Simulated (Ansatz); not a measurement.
Crystal: BaTiO3.

```
CELL_PARAMETERS angstrom
2.82737 1.63238 2.31839
-2.82737 1.63238 2.31839
0.00000 -3.26476 2.31839
ATOMIC_POSITIONS crystal
Ba 0.00000 0.00000 0.00000
Ti 0.48450 0.48450 0.48450
O 0.50860 0.01750 0.50860
O 0.01750 0.50860 0.50860
O 0.50860 0.50860 0.01750
```

Below is the output of Ansatz 0.2.0 for this cell. Logs are shortened: lines on timing, memory, paths and dates and some standing lists are left out, and cuts for length are marked.

```text
Warning: RAYON_NUM_THREADS=2 ignored (pool sized by the plan → 2); use --threads N
scf.n_extra_bands = 12 over 20 filled bands (N_el = 40.0): the run solves 32 bands
Engine: ansatz 0.2.0, x86_64-unknown-linux-gnu
Pseudopotentials: kind: paw
Pseudopotential: Ba, paw, valence charge 10, recommended cutoff 420 eV (normal), Ba.paw.azcp
Pseudopotential: Ti, paw, valence charge 12, recommended cutoff 420 eV (normal), Ti.paw.azcp
Pseudopotential: O, paw, valence charge 6, recommended cutoff 420 eV (normal), O.paw.azcp
Functional definition: PBEsol
  exchange = pbesol_x
  correlation = pbesol_c
Crystal: 5 atoms, lattice volume = 64.201 Å³
Basis set: ecut = 420 eV, 1237 PW (Γ), exchange–correlation on 54×54×54 points (8 copies of the dense FFT grid, shifted against one another)
Bands: 32, of which v1, the nominal top of the filled ones, is band 20 counted from 1 (19 counted from 0)
Symmetry: 6 space group operations
Space group: R3m (ITA 160), of the structure as read, at distance tolerance 4.0e-5 Å
k-points: 44 of 343 (time reversal used)
Non-local potential: Ba, projectors of the file, l = 0: 3, l = 1: 2, l = 2: 2, l = 3: 2
Non-local potential: Ti, projectors of the file, l = 0: 3, l = 1: 2, l = 2: 3, l = 3: 1
Non-local potential: O, projectors of the file, l = 0: 2, l = 1: 2, l = 2: 1
PAW form: soft (Blöchl's): semilocal exchange-correlation on the pseudo side does not see the compensation charge
PAW frozen core: Ba, regenerated for the run's functional, and the local potential with it (the file was generated under x = pbe(κ = 0.804, μ = 0.2195149727645171), c = pbe(β = 0.06672455060314922))
PAW frozen core: Ti, regenerated for the run's functional, and the local potential with it (the file was generated under x = pbe(κ = 0.804, μ = 0.2195149727645171), c = pbe(β = 0.06672455060314922))
PAW frozen core: O, regenerated for the run's functional, and the local potential with it (the file was generated under x = pbe(κ = 0.804, μ = 0.2195149727645171), c = pbe(β = 0.06672455060314922))
PAW one-centre angular grid: Ba, 194 points (default); XC on 64 Gauss nodes
PAW one-centre angular grid: Ti, 590 points (default); XC on 64 Gauss nodes
[... 13 lines left out ...]
  greatest PAW one-centre occupation: 0.999 electrons in one spin orbital (limit 2), on the Ti atom at site 1 (counted from 0), in its partial waves of l = 0
NSCF: frozen V_eff on 130 k-points
SCF converged after 6 iterations
Free energy (F): -10027.478392 eV
Harris-Foulkes:  -10027.478392 eV  (|F-HF|=1.53e-8)
Internal energy: -10027.478392 eV  (E = F + TS)
E sigma→0 (E₀):  -10027.478392 eV
Fermi energy:    11.294469 eV
--- Per-component energies (eV) ---
  E_band       = -143.624075
  E_kinetic    = 968.479017
  E_local      = -2115.986418  (includes V_loc(G=0)·N_el)
  E_nonlocal   = 207.311151
  E_hartree    = 824.894535
  E_xc         = -486.265816
  E_vxc        = -543.106590  (∫ρ·V_xc dr)
  E_paw        = -6617.101166  (= ΣΔE_a)
  E_vpaw       = -310.120853  (= ΣTr[D̂ρ^β])
  E_aug_tail   = 0.007306  (compensation charges beyond the density's cutoff)
  E_ewald      = -2809.213684
  E_core_change = 0.396681  (= ΣΔE_core)
  E_smearing   = -0.000000  (= −TS)
  E_closure    = 0.000000  (closes the sum)
  Σ components = -10027.478392   (vs F -10027.478392, Δ=0.00e0)
--- Forces (eV/Å), atoms counted from 1 ---
  atom   1  Ba    -0.00000000     0.00000000    -0.14423692
  atom   2  Ti    -0.00000000    -0.00000000     0.07530742
  atom   3  O      0.05759256    -0.03325108     0.02297663
  atom   4  O     -0.05759256    -0.03325108     0.02297663
  atom   5  O      0.00000000     0.06650216     0.02297663
  max |Σ_I F_I| component: 3.87e-7 eV/Å
--- Stress (GPa, compression-positive) ---
       -1.208549      -0.000000      -0.000000
       -0.000000      -1.208549       0.000000
       -0.000000       0.000000      -1.326214
  P = ⅓ Tr σ = -1.2478 GPa (-12.478 kbar)
--- Band table (eV; the first three rows and the last of 44) ---
  k-point 0: bands = ["-45.8440", "-22.2305", "-22.2305", "-22.2226", "-14.4914", "-6.6100", "-5.9309", "-5.9309", "0.3153", "0.3153", "0.3184", "7.8951", "7.8956", "7.8956", "8.7501", "8.7501", "8.9861", "9.5914", "9.7293", "9.7293", "12.4792", "12.4792", "12.6315", "14.6706", "14.6706", "15.1434", "15.1434", "17.3476", "18.7491", "18.7491", "18.7668", "21.2516"]
  k-point 1: bands = ["-45.8438", "-22.2391", "-22.2301", "-22.2238", "-14.4687", "-6.6239", "-5.9245", "-5.9152", "0.3463", "0.3487", "0.3978", "7.5482", "7.8344", "7.8441", "8.5325", "8.5608", "8.8605", "9.2612", "9.6381", "9.6680", "12.5168", "12.7904", "12.7909", "14.6678", "15.1529", "15.5123", "15.5223", "17.8404", "18.6876", "18.9627", "18.9677", "21.2494"]
  k-point 2: bands = ["-45.8435", "-22.2614", "-22.2291", "-22.2235", "-14.4168", "-6.7186", "-5.9100", "-5.8029", "0.4180", "0.4223", "0.5777", "6.8245", "7.6345", "7.6506", "8.2094", "8.2643", "8.5914", "8.7566", "9.3829", "9.4487", "12.5849", "13.3468", "13.4384", "14.6584", "15.8817", "16.3532", "16.4884", "18.5397", "19.0686", "19.4352", "19.4711", "21.1260"]
  k-point 43: bands = ["-45.8414", "-22.2759", "-22.2757", "-22.2675", "-14.2319", "-5.8049", "-5.7299", "-5.7213", "-0.3551", "-0.3549", "-0.2395", "5.8373", "6.5101", "6.5236", "7.5522", "7.7351", "7.7829", "9.9410", "9.9470", "10.0161", "14.3834", "14.5365", "14.5367", "16.8292", "16.8956", "17.2807", "18.1687", "18.2117", "20.0192", "20.0230", "20.8012", "21.1243"]
```

What input gives this log?

Band structure with PBEsol, no spin polarisation. The files as run (others can give the same):

input.yaml
```yaml
crystal:
  lattice:
    - [2.8273666084, 1.6323808724, 2.3183934932]
    - [-2.8273666084, 1.6323808724, 2.3183934932]
    - [0.0, -3.2647617449, 2.3183934932]
  atoms:
    - { symbol: Ba, position: [0.0, 0.0, 0.0] }
    - { symbol: Ti, position: [0.4845, 0.4845, 0.4845] }
    - { symbol: O, position: [0.5086, 0.0175, 0.5086] }
    - { symbol: O, position: [0.0175, 0.5086, 0.5086] }
    - { symbol: O, position: [0.5086, 0.5086, 0.0175] }
hamiltonian:
  xc: pbesol
  pseudopotentials: { kind: paw }
kpoints:
  mp_grid: { grid: [7, 7, 7] }
  band_path:
    path:
      - [[0.0, 0.0, 0.0], [0.5, 0.0, 0.0], [0.5, 0.4971712123, -0.4971712123]]
      - [[0.5028287877, 0.5, 0.4971712123], [0.5, 0.5, 0.5], [0.0, 0.0, 0.0], [0.4985856061, 0.0, -0.4985856061]]
      - [[0.5014143939, 0.4985856061, 0.0], [0.5, 0.5, 0.0], [0.5014143939, 0.5014143939, 0.4971712123], [0.5, 0.5, 0.5]]
      - [[0.5, 0.0, 0.0], [0.5028287877, 0.4985856061, 0.4985856061]]
    npoints: 14
scf:
  occupations: { method: fermi_dirac, width: 0.05 }
  n_extra_bands: 12
output:
  forces: true
  stress: true
  eigenvalues: true
  fatbands: false
  write_density: true
  write_potential: true
  elf: true
  volumetric_format: npy
```

Potentials or basis: Ansatz PAW.
Run with:
```bash
$ ansatz run input.yaml --threads 2 --pin off --max-ram 5632MiB --backend cpu --events-out ev --progress --plain --runs-dir out
```

Caveat: the k mesh misses the band edges, so the gap on the mesh is wider than the one along the path; the pressure holds a Pulay correction of +0.6 GPa for the finite cutoff; spin-orbit coupling is left out, which moves the levels of the heavy elements; the PAW data sets come from PBE, with cores solved anew for the run's functional, which leaves a small shift of forces and pressure.
